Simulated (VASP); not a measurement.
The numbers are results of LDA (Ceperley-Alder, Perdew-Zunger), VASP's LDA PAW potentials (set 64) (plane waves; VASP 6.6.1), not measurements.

Gaps are without spin-orbit coupling.

```yaml
volume_per_atom: 19.16 Å^3/atom
band gap (over mesh and band path): 1.65 eV
smallest direct gap (over mesh and band path): 1.65 eV
```

Q: Which relaxed crystal gives these values?
A. CsBr, Pm-3m (221)
B. BAs, F-43m (216)
C. NaLiCdS2, P3m1 (156)
D. CaS, Fm-3m (225)

A: C, NaLiCdS2, P3m1 (156)
